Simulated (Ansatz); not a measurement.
## Ge in Cu(111), 2x2: scattering by a point defect

Wanted: the reflection from a plane of defects, Ge in Cu(111), 2x2, and the resistivity it implies.

Program: Ansatz 0.2.0. Level of theory: Ansatz plane-wave DFT, PBE, PAW files; ballistic transport by layer matching (Landauer), zero bias; PAW set soft_1, in the first sound run; inputs show where later runs differ. Results are calculated unless marked as measured.

## Step 1: Starting point

The cell holds 44 atoms: 43 Cu and 1 Ge. Its edges and angles: a = 5.112 Å, b = 5.112 Å, c = 23.005 Å, α = 86.8°, β = 93.2°, γ = 120.0°. It derives from Cu. Regions: lead, 24 atoms (24 Cu); scattering region, 20 atoms (19 Cu and 1 Ge). The structure is stacked along c, and the current runs across the ab planes.

## Step 2: Transmission at ideal sites

The defect sits in one plane of the supercell, all atoms on ideal sites; the layers about the cell's end are the lead. The mesh across the current, 12×12, is finer than the density's, because channels open and close sharply across the zone. Energies from -0.1 to 0.1 eV in steps of 0.05 eV are too few for the program's thermal sum, so it prints no conductance; for a metal the transmission near the Fermi level serves, at a fraction of the cost.

Contents of input.yaml:

```yaml
crystal:
  lattice:
    - [5.1123254594, 0.0, 0.0]
    - [-2.5561627297, 4.4274037203, 0.0]
    - [-1.2780813649, 0.73790062, 22.9580794202]
  atoms:
    - { symbol: Cu, position: [0.0075757576, 0.9924242424, 0.0454545455] }
    - { symbol: Cu, position: [0.0075757576, 0.4924242424, 0.0454545455] }
    - { symbol: Cu, position: [0.5075757576, 0.9924242424, 0.0454545455] }
    - { symbol: Cu, position: [0.5075757576, 0.4924242424, 0.0454545455] }
    - { symbol: Cu, position: [0.1893939394, 0.3106060606, 0.1363636364] }
    - { symbol: Cu, position: [0.1893939394, 0.8106060606, 0.1363636364] }
    - { symbol: Cu, position: [0.6893939394, 0.3106060606, 0.1363636364] }
    - { symbol: Cu, position: [0.6893939394, 0.8106060606, 0.1363636364] }
    - { symbol: Cu, position: [0.3712121212, 0.1287878788, 0.2272727273] }
    - { symbol: Cu, position: [0.3712121212, 0.6287878788, 0.2272727273] }
    - { symbol: Cu, position: [0.8712121212, 0.1287878788, 0.2272727273] }
    - { symbol: Cu, position: [0.8712121212, 0.6287878788, 0.2272727273] }
    - { symbol: Cu, position: [0.053030303, 0.946969697, 0.3181818182] }
    - { symbol: Cu, position: [0.053030303, 0.446969697, 0.3181818182] }
    - { symbol: Cu, position: [0.553030303, 0.946969697, 0.3181818182] }
    - { symbol: Cu, position: [0.553030303, 0.446969697, 0.3181818182] }
    - { symbol: Cu, position: [0.2348484848, 0.2651515152, 0.4090909091] }
    - { symbol: Cu, position: [0.2348484848, 0.7651515152, 0.4090909091] }
    - { symbol: Cu, position: [0.7348484848, 0.2651515152, 0.4090909091] }
    - { symbol: Cu, position: [0.7348484848, 0.7651515152, 0.4090909091] }
    - { symbol: Ge, position: [0.4166666667, 0.0833333333, 0.5] }
    - { symbol: Cu, position: [0.4166666667, 0.5833333333, 0.5] }
    - { symbol: Cu, position: [0.9166666667, 0.0833333333, 0.5] }
    - { symbol: Cu, position: [0.9166666667, 0.5833333333, 0.5] }
    - { symbol: Cu, position: [0.0984848485, 0.9015151515, 0.5909090909] }
    - { symbol: Cu, position: [0.0984848485, 0.4015151515, 0.5909090909] }
    - { symbol: Cu, position: [0.5984848485, 0.9015151515, 0.5909090909] }
    - { symbol: Cu, position: [0.5984848485, 0.4015151515, 0.5909090909] }
    - { symbol: Cu, position: [0.2803030303, 0.2196969697, 0.6818181818] }
    - { symbol: Cu, position: [0.2803030303, 0.7196969697, 0.6818181818] }
    - { symbol: Cu, position: [0.7803030303, 0.2196969697, 0.6818181818] }
    - { symbol: Cu, position: [0.7803030303, 0.7196969697, 0.6818181818] }
    - { symbol: Cu, position: [0.4621212121, 0.0378787879, 0.7727272727] }
    - { symbol: Cu, position: [0.4621212121, 0.5378787879, 0.7727272727] }
    - { symbol: Cu, position: [0.9621212121, 0.0378787879, 0.7727272727] }
    - { symbol: Cu, position: [0.9621212121, 0.5378787879, 0.7727272727] }
    - { symbol: Cu, position: [0.1439393939, 0.8560606061, 0.8636363636] }
    - { symbol: Cu, position: [0.1439393939, 0.3560606061, 0.8636363636] }
    - { symbol: Cu, position: [0.6439393939, 0.8560606061, 0.8636363636] }
    - { symbol: Cu, position: [0.6439393939, 0.3560606061, 0.8636363636] }
    - { symbol: Cu, position: [0.3257575758, 0.1742424242, 0.9545454545] }
    - { symbol: Cu, position: [0.3257575758, 0.6742424242, 0.9545454545] }
    - { symbol: Cu, position: [0.8257575758, 0.1742424242, 0.9545454545] }
    - { symbol: Cu, position: [0.8257575758, 0.6742424242, 0.9545454545] }
kpoints:
  mp_grid: { grid: [5, 5, 1] }
hamiltonian:
  xc: pbe
  pseudopotentials: { kind: paw, azcp: { folder: soft_1 } }
scf:
  occupations: { method: fermi_dirac, width: 0.1 }
output:
  transmission: { leads: [[0, 4]], kmesh: [12, 12], e_range: [-0.1, 0.1], de: 0.05 }
  write_potential: true
  write_density: true
  volumetric_format: npy
  elf: true
```

Run with:

```console
> ansatz run input.yaml --threads 4 --pin off --max-ram 15360MiB --backend cpu --events-out ev --progress --plain --runs-dir out
```

Numbers of over 12 decimals in the logs are rounded to 6 here.

Output:

```text
Engine: ansatz 0.2.0, x86_64-unknown-linux-gnu
Pseudopotentials: kind: paw
Pseudopotential: Cu, paw, valence charge 19, recommended cutoff 420 eV (normal), soft_1/Cu.paw.azcp
Pseudopotential: Ge, paw, valence charge 14, recommended cutoff 420 eV (normal), soft_1/Ge.paw.azcp
Functional definition: PBE
  parameter kappa = 0.804
  parameter beta = 0.066725
  exchange = pbe_x(kappa = kappa, mu = beta*pi^2/3)
  correlation = pbe_c(beta = beta)
Crystal: 44 atoms, lattice volume = 519.641 Å³
Basis set: ecut = 420 eV, 10219 PW (Γ)
Bands: 499, of which v1, the nominal top of the filled ones, is band 416 counted from 1 (415 counted from 0)
Symmetry: 4 space group operations
Space group: C2/m (ITA 12), of the structure as read, at distance tolerance 8.0e-5 Å
k-points: 9 of 25
Non-local potential: Cu, projectors of the file, l = 0: 3, l = 1: 2, l = 2: 3, l = 3: 1
Non-local potential: Ge, projectors of the file, l = 0: 2, l = 1: 2, l = 2: 3, l = 3: 1
PAW form: soft (Blöchl's): semilocal exchange-correlation on the pseudo side does not see the compensation charge
PAW one-centre angular grid: Cu, 590 points (default); XC on 64 Gauss nodes
PAW one-centre angular grid: Ge, 590 points (default); XC on 64 Gauss nodes
Initial density: superposition of atomic densities (chi_scale 0.1, normalization cell, long waves kept (reshape's long-wave potential 0.43 eV rms))
Initial wavefunctions: pseudopotential atomic-orbital guess
Functional: x = pbe(κ = 0.804, μ = 0.219515), c = pbe(β = 0.066725)
SCF iter   1: F=—  HF=-289219.338907 eV  |F-HF|=—  |Δ(HF+E_count)|=         —  Δρ=2.75e-1  dr2=4.47e2  ethr=3.10e-3  ⟨swp⟩=4.6  Hψ=13290  notcnv=0  defer=29
preconditioner: auto → Kerker (q_TF=auto, 2.950 Å⁻¹)  [metal: Δε(μ)=0.026 eV  Ē_g=9.591 eV  σ=0.100 eV  W_gap=0.06  n_scr=240 (ndim 8)  ℏωp=35.9 eV  f_vac=0.000  D(μ)=21.71/eV (n_scr^D=172)]
SCF iter   2: F=—  HF=-289186.326371 eV  |F-HF|=—  |Δ(HF+E_count)|=    3.30e1  Δρ=8.50e-2  dr2=1.33e2  ethr=3.10e-3  ⟨swp⟩=2.0  Hψ=8595  notcnv=0  defer=525
SCF iter   3: F=—  HF=-289179.940080 eV  |F-HF|=—  |Δ(HF+E_count)|=    6.39e0  Δρ=5.04e-2  dr2=4.72e1  ethr=3.10e-3  ⟨swp⟩=2.0  Hψ=5299  notcnv=0  defer=553
SCF iter   4: F=—  HF=-289177.909543 eV  |F-HF|=—  |Δ(HF+E_count)|=    2.03e0  Δρ=1.67e-2  dr2=2.62e1  ethr=3.10e-3  ⟨swp⟩=2.1  Hψ=6090  notcnv=0  defer=553
SCF iter   5: F=—  HF=-289178.222838 eV  |F-HF|=—  |Δ(HF+E_count)|=   3.13e-1  Δρ=1.38e-2  dr2=1.99e1  ethr=3.10e-3  ⟨swp⟩=1.0  Hψ=5166  notcnv=0  defer=553
SCF iter   6: F=—  HF=-289177.982305 eV  |F-HF|=—  |Δ(HF+E_count)|=   2.41e-1  Δρ=1.39e-2  dr2=7.27e0  ethr=2.39e-3  ⟨swp⟩=2.2  Hψ=3997  notcnv=0  defer=553
SCF iter   7: F=—  HF=-289177.859108 eV  |F-HF|=—  |Δ(HF+E_count)|=   1.23e-1  Δρ=6.02e-3  dr2=1.02e0  ethr=8.75e-4  ⟨swp⟩=1.8  Hψ=4543  notcnv=0  defer=560
SCF iter   8: F=—  HF=-289177.842606 eV  |F-HF|=—  |Δ(HF+E_count)|=   1.65e-2  Δρ=3.32e-3  dr2=2.08e-1  ethr=1.23e-4  ⟨swp⟩=1.1  Hψ=4619  notcnv=0  defer=559
SCF iter   9: F=—  HF=-289177.836024 eV  |F-HF|=—  |Δ(HF+E_count)|=   6.58e-3  Δρ=1.32e-3  dr2=7.46e-3  ethr=2.51e-5  ⟨swp⟩=1.4  Hψ=3963  notcnv=0  defer=559
SCF iter  10: F=—  HF=-289177.836042 eV  |F-HF|=—  |Δ(HF+E_count)|=   1.89e-5  Δρ=2.25e-4  dr2=1.31e-3  ethr=8.97e-7  ⟨swp⟩=2.0  Hψ=7657  notcnv=0  defer=559
SCF iter  11: F=—  HF=-289177.836066 eV  |F-HF|=—  |Δ(HF+E_count)|=   2.34e-5  Δρ=2.66e-4  dr2=1.52e-3  ethr=1.57e-7  ⟨swp⟩=2.0  Hψ=5896  notcnv=0  defer=559
SCF iter  12: F=—  HF=-289177.836084 eV  |F-HF|=—  |Δ(HF+E_count)|=   1.86e-5  Δρ=2.46e-4  dr2=6.12e-4  ethr=1.57e-7  ⟨swp⟩=2.1  Hψ=5274  notcnv=0  defer=559
SCF iter  13: F=—  HF=-289177.835997 eV  |F-HF|=—  |Δ(HF+E_count)|=   8.72e-5  Δρ=4.75e-5  dr2=4.78e-5  ethr=7.36e-8  ⟨swp⟩=2.3  Hψ=6022  notcnv=0  defer=559
SCF iter  14: F=—  HF=-289177.835930 eV  |F-HF|=—  |Δ(HF+E_count)|=   6.69e-5  Δρ=2.64e-5  dr2=2.61e-5  ethr=5.75e-9  ⟨swp⟩=1.8  Hψ=5533  notcnv=0  defer=559
SCF iter  15: F=—  HF=-289177.835929 eV  |F-HF|=—  |Δ(HF+E_count)|=   8.92e-7  Δρ=7.37e-6  dr2=1.17e-6  ethr=3.14e-9  ⟨swp⟩=1.0  Hψ=3993  notcnv=0  defer=559
SCF iter  16: F=—  HF=-289177.835929 eV  |F-HF|=—  |Δ(HF+E_count)|=   5.48e-8  Δρ=3.32e-6  dr2=1.34e-7  ethr=1.41e-10  ⟨swp⟩=2.0  Hψ=6845  notcnv=0  defer=559
SCF iter  17: F=-289177.835929 eV  HF=-289177.835929 eV  |F-HF|=2.17e-8  |Δ(HF+E_count)|=   6.64e-9  Δρ=1.57e-6  dr2=2.99e-8  ethr=1.20e-11  ⟨swp⟩=7.1  Hψ=15582  notcnv=0
SCF 1 converged in 17 iterations: F = -289177.835929 eV  dr2 = 2.99e-8
  greatest PAW one-centre occupation: 1.000 electrons in one spin orbital (limit 2), on the Cu atom at site 25 (counted from 0), in its partial waves of l = 0
transmission: 151 of 1505 steps passed
transmission: 303 of 1505 steps passed
[...]
transmission: 1505 of 1505 steps passed
SCF converged after 17 iterations
Free energy (F): -289177.835929 eV
Harris-Foulkes:  -289177.835929 eV  (|F-HF|=2.17e-8)
Internal energy: -289177.331526 eV  (E = F + TS)
E sigma→0 (E₀):  -289177.583728 eV
Entropy (-TS):   -0.504403 eV (-11.464 meV/atom)
Fermi energy:    16.458616 eV
--- Per-component energies (eV) ---
  E_band       = -15786.159112
  E_kinetic    = 11352.861111
  E_local      = -195732.911136  (includes V_loc(G=0)·N_el)
  E_nonlocal   = 38474.633823
  E_hartree    = 83087.708298
  E_xc         = -3042.530254
  E_vxc        = -3901.706034  (∫ρ·V_xc dr)
  E_paw        = -80049.405005  (= ΣΔE_a)
  E_vpaw       = -32154.493069  (= ΣTr[D̂ρ^β])
  E_aug_tail   = 0.044237  (compensation charges beyond the density's cutoff)
  E_ewald      = -143267.732600
  E_smearing   = -0.504403  (= −TS)
  E_closure    = 0.000000  (closes the sum)
  Σ components = -289177.835929   (vs F -289177.835929, Δ=0.00e0)
--- Band table (eV; the first three rows and the last of 9) ---
  k-point 0: bands = [... 412 lower, 16.3897, 16.6430, 16.6545, 16.8515, 16.8709, 16.9892, 17.0552, 17.1142, ... 79 higher]
  k-point 1: bands = [... 412 lower, 16.1425, 16.1960, 16.2227, 16.2987, 16.3429, 16.4868, 16.6243, 16.7819, ... 79 higher]
  k-point 2: bands = [... 412 lower, 16.2140, 16.2865, 16.3184, 16.4252, 16.5828, 16.6781, 16.7344, 16.8489, ... 79 higher]
  k-point 8: bands = [... 412 lower, 16.1860, 16.2528, 16.2550, 16.4213, 16.4519, 16.5523, 16.5784, 17.0577, ... 79 higher]
--- Transmission ---
  basis      : 199 plane waves across, 35 finite elements along
  points     : 43, standing for a mesh of 12 x 12
  energies   : 5 from -0.100000 to 0.100000 eV about the Fermi level, 0.050000 eV apart; the leads are filled to 0.000000 eV, and channels, transmission and decay are at 0.000000 eV
  crystal 0  : Cu4, at the sites [0, 4], period 2.0871 Å, over 20.87 Å; its Hamiltonian steps by up to 7.5 meV
    offset         : up to 0.0000 Å between an atom of the period and one for which it stands
    channels       : 3.145833e0 a spin
    conductance    : none, the energies end too early or step too widely for 300 K: set another output.transmission.e_range or a lower de, or, where they end at an eighth of basis.ecutwfc, a higher one
  junction   : crystal 0 to crystal 0, 0.70 to 21.57 Å
    transmission   : 2.677803e0 a spin
    conductance    : none, the energies end too early or step too widely for 300 K: set another output.transmission.e_range or a lower de, or, where they end at an eighth of basis.ecutwfc, a higher one
```

Wall time 3.6 min (4 threads of Intel Xeon Platinum 8488C (Sapphire Rapids), shared host); peak memory 5.2 GiB; 13 min of CPU time.

The column dr2 measures how far the density is from self-consistency, as an energy; F and HF (Harris–Foulkes) agree once it is small.

This run has no spin polarisation although its electron count is odd.

This step gave:

| Item | Value |
| --- | --- |
| free energy | -289177.8359 eV |
| energy at zero smearing | -289177.5837 eV |
| Fermi energy | 16.46 eV |
| cell area | 22.63 Å² |
| transmission per spin nearest the Fermi level | 2.678 |
| open channels per spin nearest the Fermi level | 3.146 |
| step of the lead's potential | 7.5 meV |

Per spin. Transmission, zone mean against energy, zero at the Fermi level:

| energy (eV) | transmission, zone mean |
| --- | --- |
| -0.1000 | 2.75 |
| -0.0500 | 2.73 |
| 0.0000 | 2.68 |
| 0.0500 | 2.64 |
| 0.1000 | 2.60 |

Per spin. The open channels, zone mean, lead stays at 3.15 for energy from -0.1 to 0.1 eV.

Transmission over k1 and k2. At 0.0000 eV from the Fermi level.

Ten even steps from '_' (0.89) to '@' (3.79):
```
**@@**==--**@@****####**
****@@******@@******####
##==**%%====%%**--##**##
**--**====--====**--****
******==--....--==******
@@@@@@%%==..__..==%%@@@@
********==--....--==****
******--**====--====**--
####**##--**%%====%%**==
**####******@@******@@**
****####****@@**--==**@@
@@****##****@@****##****
```
Columns: k1 (b1) from -0.5 to 0.417; rows upwards: k2 (b2) from -0.5 to 0.417.

Open channels over k1 and k2. At 0.0000 eV from the Fermi level.

Values, 12 rows by 12 columns:
```
3.00 4.00 3.00 3.00 3.00 3.00 4.00 3.00 3.00 3.00 3.00 3.00
3.00 3.00 4.00 3.00 3.00 3.00 4.00 3.00 3.00 3.00 3.00 3.00
3.00 3.00 3.00 4.00 3.00 3.00 4.00 3.00 3.00 3.00 3.00 3.00
3.00 3.00 3.00 3.00 3.00 3.00 3.00 3.00 3.00 3.00 3.00 3.00
3.00 3.00 3.00 3.00 3.00 3.00 3.00 3.00 3.00 3.00 3.00 3.00
4.00 4.00 4.00 4.00 3.00 3.00 3.00 3.00 3.00 4.00 4.00 4.00
3.00 3.00 3.00 3.00 3.00 3.00 3.00 3.00 3.00 3.00 3.00 3.00
3.00 3.00 3.00 3.00 3.00 3.00 3.00 3.00 3.00 3.00 3.00 3.00
3.00 3.00 3.00 3.00 3.00 3.00 4.00 3.00 3.00 4.00 3.00 3.00
3.00 3.00 3.00 3.00 3.00 3.00 4.00 3.00 3.00 3.00 4.00 3.00
3.00 3.00 3.00 3.00 3.00 3.00 4.00 3.00 3.00 3.00 3.00 4.00
4.00 3.00 3.00 3.00 3.00 3.00 4.00 3.00 3.00 3.00 3.00 3.00
```
Columns: k1 (b1) from -0.5 to 0.417; rows upwards: k2 (b2) from -0.5 to 0.417.

Valence density in the ca plane at fractional y = 0.083, with atoms of Ge and Cu within 0.2 Å of it. It is the smooth field of the valence electrons, not physical close to the nuclei.

Ten steps, logarithmic in the rise over the least value, from '0' (0 e/Å³) to '9' (49 e/Å³), each cell a mean:
```
00000025531000000000000489620000000000003786
00000148851000000000000489620000000000001453
00000047841000000000000245300000000122100110
00000024420011100001100011000011000243100000
00000001100023310012100000000011000233100111
00000000000024310011100011100011000011001353
00000001100012100000000135310000000000003796
00000025531000000000000379510000000000003786
00000148851000000000000378510000000000001453
00000047841000000000000134200000000122100110
00000024420011100001100011000011000243100000
00000001100023310012100000000011000233100111
00000000000024310011100011100011000011001353
00000001100012100000000246310000000000003796
```
Columns run along c (16.0 Å, from fractional 0.11 to 0.80 of the cell), rows up along a (5.1 Å). Atoms in or near the plane, at fractional coordinates: Ge at (0.50, 0.42), Cu at (0.50, 0.92), Cu at (0.77, 0.46), Cu at (0.77, 0.96).

ELF in the ca plane at fractional y = 0.083, with atoms of Ge and Cu within 0.2 Å of it. It is the smooth field of the valence electrons, not physical close to the nuclei.

Values, 8 rows by 16 columns, each cell a mean:
```
0.23 0.24 0.21 0.20 0.24 0.22 0.24 0.28 0.22 0.39 0.25 0.25 0.23 0.23 0.19 0.26
0.22 0.24 0.23 0.20 0.22 0.20 0.22 0.22 0.18 0.18 0.21 0.18 0.20 0.16 0.21 0.19
0.22 0.22 0.19 0.20 0.17 0.17 0.19 0.17 0.29 0.33 0.21 0.17 0.19 0.15 0.21 0.18
0.20 0.20 0.20 0.21 0.17 0.17 0.20 0.21 0.39 0.36 0.31 0.21 0.22 0.20 0.19 0.27
0.23 0.24 0.21 0.20 0.23 0.22 0.25 0.32 0.33 0.29 0.39 0.25 0.24 0.23 0.19 0.26
0.22 0.24 0.23 0.21 0.22 0.20 0.23 0.24 0.39 0.35 0.29 0.18 0.20 0.16 0.21 0.19
0.22 0.22 0.19 0.20 0.17 0.17 0.19 0.17 0.31 0.32 0.20 0.17 0.19 0.15 0.21 0.18
0.20 0.20 0.20 0.21 0.17 0.17 0.20 0.19 0.18 0.17 0.22 0.20 0.22 0.20 0.19 0.27
```
Columns run along c (16.0 Å, from fractional 0.11 to 0.80 of the cell), rows up along a (5.1 Å). Atoms in or near the plane, at fractional coordinates: Ge at (0.50, 0.42), Cu at (0.50, 0.92), Cu at (0.77, 0.46), Cu at (0.77, 0.96).

Electrostatic potential energy in the ca plane at fractional y = 0.083, with atoms of Ge and Cu within 0.2 Å of it. With pseudopotentials it is smooth inside the atoms' cores, unlike the true potential.

Ten even steps from '0' (-44 eV) to '9' (19 eV), each cell a mean:
```
99999962258999999999998400169999999999995001
99999830027999999999998400179999999988997435
99999830038999999999999732589988999766899888
99999964469986789988899987899877898634799999
99999998899963479986799999999877899645899878
99999999999853479987899877799988999878997424
99999998789976799999998666679999999999995000
99999962258999999999998666669999999999995001
99999830027999999999998666679999999988997435
99999830038999999999998766689988999766899888
99999964469986789988899877899877898634799999
99999998899963479986799999999877899645899878
99999999999853479987899977899988999878997424
99999998789976799999999721489999999999995000
```
Columns run along c (16.0 Å, from fractional 0.11 to 0.80 of the cell; values clipped at the 3rd and 97th percentile), rows up along a (5.1 Å). Atoms in or near the plane, at fractional coordinates: Ge at (0.50, 0.42), Cu at (0.50, 0.92), Cu at (0.77, 0.46), Cu at (0.77, 0.96).

Over the solved energies the transmission per spin lies between 2.60 and 2.75, out of 3.15 channels of the lead on average (up to 3.15).

## Step 3: Resistance at ideal sites

This step: Ansatz plane-wave DFT, PBE, PAW files; ballistic transport by layer matching (Landauer), zero bias; area resistance of the defect plane and resistivity an atomic per cent; PAW set soft_1 (Ansatz 0.2.0).

Numbers from this step:

```yaml
area_resistance: 0.1602 fΩ m²
t_over_the_leads_mean_channel_count: 0.8529
resistivity_per_at_scaled_from_this_dense_plane_with_the_factor_3_over_4_for_isotropic_scattering: 2.303 µΩ cm
```

Averaged over the energies near the Fermi level, 85.3 % of the channels pass, which makes 0.160 fΩ m².

By hand, with T and the leads' channels N averaged over the energies near the Fermi level: RA = A (h/2e²)(1/T − 1/N) = 22.63×10⁻²⁰ m² × 12 906 Ω × (1/2.683 − 1/3.146) = 0.160 fΩ m². Per atomic per cent: RA × A / V_atom × 0.01 × 3/4 = 2.30 µΩ cm, with the host's V_atom = 11.81 Å³.

(Part 1 of 3 ends here.)

[Logs are printed without paths, hosts, clocks, repeated set-up lines and the standing remarks that a program may print on its own settings, such as how far it seeks lower states.]

[Hosts, paths, dates, database ids (printed as entryN), source tags and the programs' standing remarks are cut or masked in the printed files.]
